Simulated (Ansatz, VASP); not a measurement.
# ZnH2: VASP beside Ansatz

```
Zn H
1.0
     1.99777   -2.01247    0.00000
     1.99777    2.01247    0.00000
     0.00000    0.00000    3.36266
Zn H
1 2
Cartesian
  1.9978 0.0000 0.0000
  0.0000 0.0000 0.0000
  1.9978 0.0000 1.6813
```

Alike in both runs: functional PBE; k mesh 6 × 6 × 4; occupations gaussian, width 0.1 eV; no spin polarisation.

Ansatz relaxed the structure, and its values are those at the end. VASP's run is a single point on that final structure, the one shown.

|  | VASP | Ansatz |
| --- | --- | --- |
| version | VASP 6.6.1 | Ansatz 0.2.0 |
| potentials or method | VASP PAW PBE potentials, release 64 (Zn, H) | scalar-relativistic, plane waves, PAW |
| plane-wave cutoff (eV) | 520 | 420 |
| valence electrons in the cell | 14 | 14 |

|  | VASP | Ansatz | Ansatz less VASP |
| --- | --- | --- | --- |
| gap on the k mesh at the Fermi level (eV) | none | none | - |
| pressure (GPa) | 0.2 | 0.1 | -0.11 |

A gap of «none» marks a metal or a gap that the smearing closes. With one functional, cell and mesh, what is left measures potentials, basis and numerics.

Caveats: the k mesh is coarse (spacing up to 0.47 Å⁻¹), so the values aren't converged.
